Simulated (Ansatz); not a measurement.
This is a one-shot G0W0 calculation with the PAW code Ansatz on a 2-atom cell of Si from a materials database; the level of theory is G0W0@PBE with 65 empty bands, a screening cutoff of 80 eV and a 4×4×4 mesh. The cell was relaxed beforehand with r2SCAN.

```yaml
crystal:
  lattice:
    - [0.0, 2.7221197378, 2.7221197378]
    - [2.7221197378, 0.0, 2.7221197378]
    - [2.7221197378, 2.7221197378, 0.0]
  atoms:
    - { symbol: Si, position: [0.25, 0.25, 0.25] }
    - { symbol: Si, position: [0.0, 0.0, 0.0] }
kpoints:
  mp_grid: { grid: [4, 4, 4] }
hamiltonian:
  xc: pbe
scf:
  occupations: { method: fixed }
gw:
  n_empty_bands: 65
  ecut_chi: 80
  qp_bands: [v2, c2]
  qp_kpoints: band_edges
  screening: { model: contour_deformation }
```

In the abridged output below, numbers in square brackets stand for lines, or ends of lines, that were taken out.
```
Functional definition: PBE
Crystal: 2 atoms, lattice volume = 40.341 Å³
Basis set: ecut = 420 eV, 749 PW (Γ)
Bands: 8, of which v1, the nominal top of the filled ones, is band 4 counted from 1 (3 counted from 0)
[1]
SCF 1 converged in 6 iterations: F = -1271.431027 eV  dr2 = 4.94e-12
Free energy (F): -1271.431027 eV
Fermi energy:    6.195167 eV
--- Band table (eV; the first three rows and the last of 8) ---
  k-point 0: bands = [-5.7237, 6.1952, 6.1952, 6.1952, 8.7346, 8.7346, 8.7346, 9.4765]
  k-point 1: bands = [-4.9286, 2.2757, 5.4365, 5.4365, 8.1879, 9.6756, 9.6756, 13.0514]
  k-point 2: bands = [-3.4085, -0.7486, 4.9988, 4.9988, 7.6976, 9.5157, 9.5157, 13.8957]
  k-point 7: bands = [-1.4417, -1.4417, 2.3623, 2.3623, 10.4528, 10.4528, 11.1546, 11.1546]
--- G₀W₀: contour deformation, 7 samples at zero and on the imaginary axis and 2 off it, 64 q-points, 65 empty bands' worth ---
    ik  band        ε_KS         Σx   Σc(E_QP)       V_xc       Z   E_QP_lin       E_QP  E_QP is
     0     3      6.1952   -14.8776     1.3325   -13.2634  0.7643     5.9128     5.9135  root
     0     4  [2]
     0     5  [3]
     0     6      8.7346    -6.9414    -4.2531   -11.4622  0.7585     9.0035     9.0023  root
     1     3      5.4365   -14.7789     1.5114   -12.9633  0.7588     5.1315     5.1324  root
     1     4      5.4365   -14.7789     1.5114   -12.9633  0.7588     5.1315     5.1324  root
     1     5      8.1879    -7.7440    -4.1950   -12.2010  0.7652     8.4506     8.4498  root
     1     6      9.6756    -6.6431    -4.5277   -11.4397  0.7520     9.9457     9.9445  root
     2     3      4.9988   -15.0404     1.7559   -12.9508  0.7544     4.6638     4.6651  root
     2     4      4.9988   -15.0404     1.7559   -12.9508  0.7544     4.6638     4.6651  root
     2     5      7.6976    -7.9099    -4.0680   -12.2272  0.7700     7.9475     7.9468  root
     2     6      9.5157    -5.8676    -4.5214   -10.6281  0.7617     9.7546     9.7548  root
     3     3  [4]
     3     4      4.3116   -14.6672     1.8932   -12.4221  0.7470     3.9574     3.9596  root
     3     5  [5]
     3     6      9.3100    -5.4654    -4.5064   -10.1201  0.7585     9.4584     9.4582  root
     6     3      3.3538   -15.0158     2.3807   -12.2425  0.7325     2.9579     2.9611  root
     6     4      3.3538   -15.0158     2.3807   -12.2425  0.7325     2.9579     2.9611  root
     6     5      6.9015    -5.9313    -3.8502    -9.8628  0.7795     6.9829     6.9828  root
     6     6      6.9015    -5.9313    -3.8502    -9.8628  0.7795     6.9829     6.9828  root
     7     3      2.3623   -14.2041     2.4907   -11.3022  0.7354     1.9515     1.9511  root
     7     4      2.3623   -14.2041     2.4907   -11.3022  0.7354     1.9515     1.9511  root
     7     5     10.4528    -5.8054    -4.5542   -10.4874  0.7554    10.5808    10.5805  root
     7     6     10.4528    -5.8054    -4.5542   -10.4874  0.7554    10.5808    10.5805  root
```

The points are ik 0 = (0, 0, 0) (Γ), ik 1 = (0, 0, 1/4), ik 2 = (0, 0, -1/2), ik 3 = (0, 1/4, 1/4), ik 6 = (0, -1/2, -1/2), ik 7 = (1/4, -1/2, -1/4); band 4 is the last filled one.

Q: What stood in the gaps? They hold quasiparticle rows, the symmetry found.

A:
```
[1]
Symmetry: 48 space group operations
Space group: Fd-3m (ITA 227)
[2]
     0     4      6.1952   -14.8776     1.3325   -13.2634  0.7643     5.9128     5.9135  root
[3]
     0     5      8.7346    -6.9414    -4.2531   -11.4622  0.7585     9.0035     9.0023  root
[4]
     3     3      4.3116   -14.6672     1.8932   -12.4221  0.7470     3.9574     3.9596  root
[5]
     3     5      7.3146    -6.5083    -3.8866   -10.5314  0.7741     7.4512     7.4510  root
```
The trailing digits, and the zero of the energies, depend on the potentials and thresholds.

Over the mesh points the PBE gap of 0.71 eV becomes a quasiparticle gap of 1.07 eV (Γ to k = (0, -1/2, -1/2)), a change of +0.36 eV. Renormalisation factors Z lie between 0.73 and 0.78. The G0W0 figures hold for the stated bands, cutoff and mesh and aren't extrapolated.

Command: `ansatz run input.yaml --threads 4 --pin off --max-ram 5529MiB --backend cpu --events-out ev --progress --plain --runs-dir out`.

Q: It took 1.2 s on 4 threads of Intel(R) Xeon(R) 6975P-C (Granite Rapids) (shared host), load about 0.5 per core. What peak of host memory did it reach?

A: About 0.31 GiB.

(Simulation; spin polarisation is off.)

For so narrow a gap this mesh doesn't settle the screening, and the bands and cutoff are finite.
